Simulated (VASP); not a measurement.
# ZnS (Wurtzite-2H) (P6_3mc) in VASP: notebook

The runs below take ZnS (Wurtzite-2H) through band structure, with revPBE, BLYP, r2SCAN.

Program: VASP 6.6.1. These are calculated values, not measurements. Logs are shortened: lines on timing, memory, paths and dates and some standing lists are left out, and cuts for length are marked.

**The experiment to reproduce.**

A printed reference work, monograph reports, for a bulk crystal of ZnS at 4 K: band gap 3.911 eV (direct).

How close the calculation comes is told below.

### 1 The crystal as given

Symmetry: P6_3mc, No. 186, hexagonal system. The conventional cell has a = 3.811 Å, b = 3.811 Å, c = 6.234 Å, α = 90.00°, β = 90.00°, γ = 120.00°. Around Zn (site symmetry 3m) lie 4 S at 2.31 to 2.40 Å. S (site symmetry 3m) is surrounded by 4 Zn at 2.31 to 2.40 Å.

### 2 Band structure, revPBE

POSCAR

```
ZnS
1.0
    3.8110000000      0.0000000000      0.0000000000
   -1.9055000000      3.3004228138      0.0000000000
    0.0000000000      0.0000000000      6.2340000000
Zn S
2 2
Direct
    0.6666666667      0.3333333333      0.5000000000
    0.3333333333      0.6666666667      0.0000000000
    0.6666666667      0.3333333333      0.8850000000
    0.3333333333      0.6666666667      0.3850000000
```

INCAR.step1

```
PREC = Accurate
ENCUT = 520
EDIFF = 1E-7
ISMEAR = -1
SIGMA = 0.05
LREAL = F
LASPH = T
NELM = 60
ALGO = Normal
ISIF = 2
LWAVE = F
LCHARG = T
GGA = RE
```

KPOINTS.step1

```
Automatic mesh
0
Gamma
  8 8 5
```

INCAR.step2

```
PREC = Accurate
ENCUT = 520
EDIFF = 1E-7
ISMEAR = 0
SIGMA = 0.05
LREAL = F
LASPH = T
NELM = 60
ALGO = Normal
ISIF = 2
LWAVE = F
LCHARG = F
GGA = RE
ICHARG = 11
```

KPOINTS.step2

```
path GMKGALHA,LM,KH
15
line-mode
reciprocal
 0.0000000000  0.0000000000  0.0000000000  G
 0.5000000000  0.0000000000  0.0000000000  M

 0.5000000000  0.0000000000  0.0000000000  M
 0.3333333333  0.3333333333  0.0000000000  K

 0.3333333333  0.3333333333  0.0000000000  K
 0.0000000000  0.0000000000  0.0000000000  G

 0.0000000000  0.0000000000  0.0000000000  G
 0.0000000000  0.0000000000  0.5000000000  A

 0.0000000000  0.0000000000  0.5000000000  A
 0.5000000000  0.0000000000  0.5000000000  L

 0.5000000000  0.0000000000  0.5000000000  L
 0.3333333333  0.3333333333  0.5000000000  H

 0.3333333333  0.3333333333  0.5000000000  H
 0.0000000000  0.0000000000  0.5000000000  A

 0.5000000000  0.0000000000  0.5000000000  L
 0.5000000000  0.0000000000  0.0000000000  M

 0.3333333333  0.3333333333  0.0000000000  K
 0.3333333333  0.3333333333  0.5000000000  H
```

Potentials or basis: VASP PAW PBE potentials, release 64 (Zn, S).

Command:

```sh
> cat potpaw_PBE.64/Zn/POTCAR potpaw_PBE.64/S/POTCAR > POTCAR
> cp INCAR.step1 INCAR
> cp KPOINTS.step1 KPOINTS
> mpirun -np 1 vasp_std > vasp.out
> cp INCAR.step2 INCAR
> cp KPOINTS.step2 KPOINTS
> mpirun -np 1 vasp_std > vasp.out
```

OUTCAR:

```text
PREC = Accurate
   ENCUT = 520
   EDIFF = 1E-7
   ISMEAR = 0
   LREAL = F
   LASPH = T
   NELM = 60
   ISIF = 2
   GGA = RE
   ICHARG = 11

 ion  position               nearest neighbor table
   1  0.667  0.333  0.500-   4 2.31   4 2.31   4 2.31   3 2.40
   2  0.333  0.667  0.000-   3 2.31   3 2.31   3 2.31   4 2.40
   3  0.667  0.333  0.885-   2 2.31   2 2.31   2 2.31   1 2.40
   4  0.333  0.667  0.385-   1 2.31   1 2.31   1 2.31   2 2.40

  LATTYP: Found a hexagonal cell.
 ALAT       =     3.8110000000
 C/A-ratio  =     1.6357911309

  Lattice vectors:

 A1 = (   3.8110000000,   0.0000000000,   0.0000000000)
 A2 = (  -1.9055000000,   3.3004228138,   0.0000000000)
 A3 = (   0.0000000000,   0.0000000000,   6.2340000000)

Analysis of symmetry for initial positions (statically):
=====================================================================
 Subroutine PRICEL returns:
 Original cell was already a primitive cell.

 Routine SETGRP: Setting up the symmetry group for a
 hexagonal supercell.

 Subroutine GETGRP returns: Found 12 space group operations
 (whereof  6 operations were pure point group operations)
 out of a pool of 24 trial point group operations.

The static configuration has the point symmetry C_3v.
 The point group associated with its full space group is C_6v.

Analysis of symmetry for dynamics (positions and initial velocities):
=====================================================================
 Subroutine PRICEL returns:
 Original cell was already a primitive cell.

 Routine SETGRP: Setting up the symmetry group for a
 hexagonal supercell.

 Subroutine GETGRP returns: Found 12 space group operations
 (whereof  6 operations were pure point group operations)
 out of a pool of 24 trial point group operations.

The dynamic configuration has the point symmetry C_3v.
 The point group associated with its full space group is C_6v.

 Subroutine INISYM returns: Found 12 space group operations
 (whereof  6 operations are pure point group operations),
 and found     1 'primitive' translations

----------------------------------------------------------------------------------------

                                     Primitive cell

  volume of cell :      78.4107

  direct lattice vectors                    reciprocal lattice vectors
     3.811000000  0.000000000  0.000000000     0.262398321  0.151495741  0.000000000
    -1.905500000  3.300422814  0.000000000     0.000000000  0.302991482  0.000000000
     0.000000000  0.000000000  6.234000000     0.000000000  0.000000000  0.160410651

  length of vectors
     3.811000000  3.811000000  6.234000000     0.302991482  0.302991482  0.160410651

  position of ions in fractional coordinates (direct lattice)
     0.666666667  0.333333333  0.500000000
     0.333333333  0.666666667  0.000000000
     0.666666667  0.333333333  0.885000000
     0.333333333  0.666666667  0.385000000

  ion indices of the primitive-cell ions
   primitive index   ion index
                 1           1
                 2           2
                 3           3
                 4           4

----------------------------------------------------------------------------------------

 KPOINTS: path GMKGALHA,LM,KH

Interpolating k-points between supplied coordinates.

 Line segments in fractional coordinates (reciprocal lattice):
    0.000000  0.000000  0.000000  ...  0.500000  0.000000  0.000000
    0.500000  0.000000  0.000000  ...  0.333333  0.333333  0.000000
    0.333333  0.333333  0.000000  ...  0.000000  0.000000  0.000000
    0.000000  0.000000  0.000000  ...  0.000000  0.000000  0.500000
    0.000000  0.000000  0.500000  ...  0.500000  0.000000  0.500000
    0.500000  0.000000  0.500000  ...  0.333333  0.333333  0.500000
    0.333333  0.333333  0.500000  ...  0.000000  0.000000  0.500000
    0.500000  0.000000  0.500000  ...  0.500000  0.000000  0.000000
    0.333333  0.333333  0.000000  ...  0.333333  0.333333  0.500000

 Generated    15 points on each line segment, for a total of    135 k-points:

 Following reciprocal coordinates:
            Coordinates               Weight
  0.000000  0.000000  0.000000      0.007407
  0.035714  0.000000  0.000000      0.007407
  0.071429  0.000000  0.000000      0.007407
  0.107143  0.000000  0.000000      0.007407
  0.142857  0.000000  0.000000      0.007407
  0.178571  0.000000  0.000000      0.007407
[... 42 lines left out ...]
  0.000000  0.000000  0.107143      0.007407
  0.000000  0.000000  0.142857      0.007407
 [... further k-points ...]
   k-points           NKPTS =    135   k-points in BZ     NKDIM =    135   number of bands    NBANDS=     22
   number of dos      NEDOS =    301   number of ions     NIONS =      4
   total plane-waves  NPLWV =  37632
   dimension x,y,z NGX =    28 NGY =   28 NGZ =   48
   dimension x,y,z NGXF=    56 NGYF=   56 NGZF=   96
   ions per type =               2   2
   NGX,Y,Z   is equivalent  to a cutoff of  12.21, 12.21, 12.80 a.u.
   NGXF,Y,Z  is equivalent  to a cutoff of  24.43, 24.43, 25.60 a.u.
 SYSTEM =  unknown system
   PREC   = accura    normal or accurate (medium, high low for compatibility)
   ISTART =      0    job   : 0-new  1-cont  2-samecut
   ICHARG =     11    charge: 1-file 2-atom 10-const
   ISPIN  =      1    spin polarized calculation?
   LNONCOLLINEAR =      F non collinear calculations
   LSORBIT =      F    spin-orbit coupling
   LASPH  =      T    aspherical Exc in radial PAW
   ENCUT  =  520.0 eV  38.22 Ry    6.18 a.u.   7.09  7.09 11.59*2*pi/ulx,y,z
   NELM   =     60;   NELMIN=  2; NELMDL=  0     # of ELM steps
   EDIFF  = 0.1E-06   stopping-criterion for ELM
   LREAL  =      F    real-space projection
   EDIFFG = 0.1E-05   stopping-criterion for IOM
   NSW    =      0    number of steps for IOM
   IBRION =     -1    ionic relax: 0-MD 1-quasi-New 2-CG
   NFREE  =      0    steps in history (QN), initial steepest desc. (CG)
   ISIF   =      2    stress and relaxation
   ISYM   =      2    0-nonsym 1-usesym 2-fastsym
   POTIM  = 0.5000    time-step for ionic-motion
   TEBEG  =    0.0;   TEEND  =   0.0 temperature during run
   PSTRESS=    0.0 pullay stress
   NELECT =      36.0000    total number of electrons
   NUPDOWN=      -1.0000    fix difference up-down
   EMIN   =  10.00;   EMAX   =-10.00  energy-range for DOS
   EFERMI =   0.00;   METHOD = LEGACY
   ISMEAR =     0;   SIGMA  =   0.05  broadening in eV -4-tet -1-fermi 0-gaus
   EFERMI_NEDOS =   21; number of points for ismear=-14 and -15
   IALGO  =     38    algorithm
   IMIX   =      4    mixing-type and parameters
     AMIX     =   0.40;   BMIX     =  1.00
     AMIX_MAG =   1.60;   BMIX_MAG =  1.00
  volume/ion in A,a.u.               =      19.60       132.29
  Fermi-wavevector in a.u.,A,eV,Ry     =   1.262943  2.386617 21.701647  1.595026
  Thomas-Fermi vector in A             =   2.396326
   LORBIT       =      0    0 simple, 1 ext, 2 COOP (PROOUT), +10 PAW based schemes
   GGA     = RE    functional components
   LHFCALC =     F    Hartree Fock is set to
   AEXX    =    0.0000 exact exchange contribution
   IVDW    =     0    specifies the selected vdW correction
   LEPSILON=     F    determine dielectric tensor
   LRPA    =     F    only Hartree local field effects (RPA)
 non-spin polarized calculation
 Gauss-broadening in eV      SIGMA  =   0.05
  energy-cutoff  :      520.00
  volume of cell :       78.41
 maximum number of plane-waves:      2138

 number of electron      35.9999977 magnetization

 Free energy of the ion-electron system (eV)
  ---------------------------------------------------
  ext. energy  EPLUGINS =         0.00000000
  ---------------------------------------------------
  free energy    TOTEN  =       -11.60288036 eV

  energy without entropy =      -11.60288036  energy(sigma->0) =      -11.60288036

 E-fermi :   2.4663     XC(G=0):  -9.4892

 val. band max:        2.2450174111   @ k =   0.0000   0.0000   0.0000
 cond. band min:       4.6229289575   @ k =   0.0000   0.0000   0.0000
 fundamental gap:      2.3779115465
 Fermi energy:         2.4662776806

 k-point     1 :       0.0000    0.0000    0.0000
  band No.  band energies     occupation
      1     -10.9365      2.00000
      2     -10.0208      2.00000
      3      -4.0903      2.00000
      4      -4.0902      2.00000
      5      -4.0254      2.00000
      6      -4.0254      2.00000
[... 14 lines left out ...]
     21       8.5897      0.00000
     22       8.5901      0.00000

 k-point     2 :       0.0357    0.0000    0.0000
  band No.  band energies     occupation
      1     -10.9277      2.00000
      2     -10.0156      2.00000
      3      -4.0911      2.00000
      4      -4.0880      2.00000
      5      -4.0247      2.00000
      6      -4.0227      2.00000
[... 14 lines left out ...]
     21       8.5405      0.00000
     22       8.6201      0.00000

 k-point     3 :       0.0714    0.0000    0.0000
  band No.  band energies     occupation
      1     -10.9015      2.00000
      2     -10.0002      2.00000
      3      -4.0935      2.00000
      4      -4.0816      2.00000
      5      -4.0229      2.00000
      6      -4.0145      2.00000
[... 14 lines left out ...]
     21       8.4191      0.00000
     22       8.7080      0.00000

 k-point     4 :       0.1071    0.0000    0.0000
  band No.  band energies     occupation
      1     -10.8584      2.00000
      2      -9.9756      2.00000
      3      -4.0966      2.00000
      4      -4.0713      2.00000
      5      -4.0200      2.00000
      6      -4.0012      2.00000
[... 14 lines left out ...]
     21       8.2757      0.00000
     22       8.8444      0.00000

 k-point     5 :       0.1429    0.0000    0.0000
  band No.  band energies     occupation
      1     -10.7997      2.00000
      2      -9.9429      2.00000
      3      -4.0996      2.00000
      4      -4.0579      2.00000
      5      -4.0160      2.00000
      6      -3.9833      2.00000
[... 14 lines left out ...]
     21       8.1681      0.00000
     22       9.0112      0.00000

 k-point     6 :       0.1786    0.0000    0.0000
  band No.  band energies     occupation
      1     -10.7269      2.00000
      2      -9.9042      2.00000
      3      -4.1015      2.00000
      4      -4.0423      2.00000
      5      -4.0105      2.00000
      6      -3.9632      2.00000
[... 14 lines left out ...]
     21       8.1517      0.00000
     22       9.0457      0.00000

 k-point     7 :       0.2143    0.0000    0.0000
  band No.  band energies     occupation
      1     -10.6421      2.00000
      2      -9.8617      2.00000
      3      -4.1014      2.00000
      4      -4.0255      2.00000
      5      -4.0034      2.00000
      6      -3.9394      2.00000
[... 724 lines left out ...]
      6      -3.8742      2.00000
[... 14 lines left out ...]
     21       7.7570      0.00000
     22       8.5558      0.00000

 k-point    37 :       0.1905    0.1905    0.0000
  band No.  band energies     occupation
      1     -10.3148      2.00000
      2      -9.7303      2.00000
      3      -4.0255      2.00000
      4      -4.0119      2.00000
      5      -3.9112      2.00000
      6      -3.9075      2.00000
[... 14 lines left out ...]
     21       8.0172      0.00000
     22       8.2562      0.00000

 k-point    38 :       0.1667    0.1667    0.0000
  band No.  band energies     occupation
      1     -10.4366      2.00000
      2      -9.7722      2.00000
      3      -4.0596      2.00000
      4      -4.0161      2.00000
      5      -3.9395      2.00000
      6      -3.9364      2.00000
[... 14 lines left out ...]
     21       8.0504      0.00000
     22       8.3553      0.00000

 k-point    39 :       0.1429    0.1429    0.0000
  band No.  band energies     occupation
      1     -10.5539      2.00000
      2      -9.8207      2.00000
      3      -4.0817      2.00000
      4      -4.0244      2.00000
      5      -3.9672      2.00000
      6      -3.9571      2.00000
[... 14 lines left out ...]
     21       7.9507      0.00000
     22       8.6747      0.00000

 k-point    40 :       0.1190    0.1190    0.0000
  band No.  band energies     occupation
      1     -10.6619      2.00000
      2      -9.8713      2.00000
      3      -4.0935      2.00000
      4      -4.0367      2.00000
      5      -3.9887      2.00000
      6      -3.9749      2.00000
[... 14 lines left out ...]
     21       7.9531      0.00000
     22       8.9104      0.00000

 [... further k-points ...]

------------------------ aborting loop because EDIFF is reached ----------------------------------------

  FORCE on cell =-STRESS in cart. coord.  units (eV):
  Direction    XX          YY          ZZ          XY          YZ          ZX
  --------------------------------------------------------------------------------------
  -------------------------------------------------------------------------------------
  Total        5.2337831      5.2337831      2.7234981      0.0000000      0.0000000      0.0000000
  in kB      106.9426576    106.9426576     55.6496360      0.0000000      0.0000000      0.0000000
  external PRESSURE =      89.8449837 kB  Pullay stress =       0.0000000 kB

 VOLUME and BASIS-vectors are now :
 -----------------------------------------------------------------------------
  energy-cutoff  :      520.00
  volume of cell :       78.41
      direct lattice vectors                 reciprocal lattice vectors
     3.811000000  0.000000000  0.000000000     0.262398321  0.151495741  0.000000000
    -1.905500000  3.300422814  0.000000000     0.000000000  0.302991482  0.000000000
     0.000000000  0.000000000  6.234000000     0.000000000  0.000000000  0.160410651

 POSITION                                       TOTAL-FORCE (eV/Angst)
 -----------------------------------------------------------------------------------
      1.90550      1.10014      3.11700        -0.000000      0.000000      0.534554
     -0.00000      2.20028      0.00000         0.000000      0.000000      0.534554
      1.90550      1.10014      5.51709         0.000000     -0.000000     -0.534554
     -0.00000      2.20028      2.40009         0.000000     -0.000000     -0.534554
 -----------------------------------------------------------------------------------
    total drift:                               -0.000000     -0.000000     -0.062988

  FREE ENERGIE OF THE ION-ELECTRON SYSTEM (eV)
  ---------------------------------------------------
  free  energy   TOTEN  =       -11.6028803555 eV

  energy  without entropy=      -11.6028803555  energy(sigma->0) =      -11.60288036
```

Run time: 4.4 min. Hardware: 1 thread of AMD EPYC 7R43 (Zen 3), shared host; peak memory 0.28 GiB.

Results:

```yaml
Band_gap_on_the_k_mesh: 2.38 eV, direct
Band_gap_along_the_path: 2.38 eV, direct
```

Levels at the corners of the path, in eV from the valence-band top:
```
point  band 15  band 16  band 17  band 18  band 19  band 20  band 21  band 22
    Γ    -0.85    -0.01    -0.01     0.00     2.38     3.08     6.34     6.35
    M    -3.13    -2.24    -1.54    -0.98     3.71     4.35     5.27     7.18
    M    -3.13    -2.24    -1.54    -0.98     3.71     4.35     5.27     7.18
    K    -3.83    -2.19    -2.19    -2.19     4.59     5.97     5.97     8.00
    K    -3.83    -2.19    -2.19    -2.19     4.59     5.97     5.97     8.00
    Γ    -0.85    -0.01    -0.01     0.00     2.38     3.08     6.34     6.35
    Γ    -0.85    -0.01    -0.01     0.00     2.38     3.08     6.34     6.35
    A    -0.45    -0.45    -0.45    -0.45     3.61     3.61     6.77     6.77
    A    -0.45    -0.45    -0.45    -0.45     3.61     3.61     6.77     6.77
    L    -1.65    -1.65    -1.52    -1.52     3.72     3.72     5.21     5.21
    L    -1.65    -1.65    -1.52    -1.52     3.72     3.72     5.21     5.21
    H    -3.08    -3.08    -1.25    -1.25     4.61     4.61     6.60     6.60
    H    -3.08    -3.08    -1.25    -1.25     4.61     4.61     6.60     6.60
    A    -0.45    -0.45    -0.45    -0.45     3.61     3.61     6.77     6.77
    L    -1.65    -1.65    -1.52    -1.52     3.72     3.72     5.21     5.21
    M    -3.13    -2.24    -1.54    -0.98     3.71     4.35     5.27     7.18
    K    -3.83    -2.19    -2.19    -2.19     4.59     5.97     5.97     8.02
    H    -3.08    -3.08    -1.25    -1.25     4.61     4.61     6.60     6.60
```

Caveat: the log is that of the step along the path at fixed density, whose energy, stress, charges and moments have no meaning; the PAW data sets were made with another functional, which shifts forces and pressure a little.

(Part 1 of 2 ends here.)
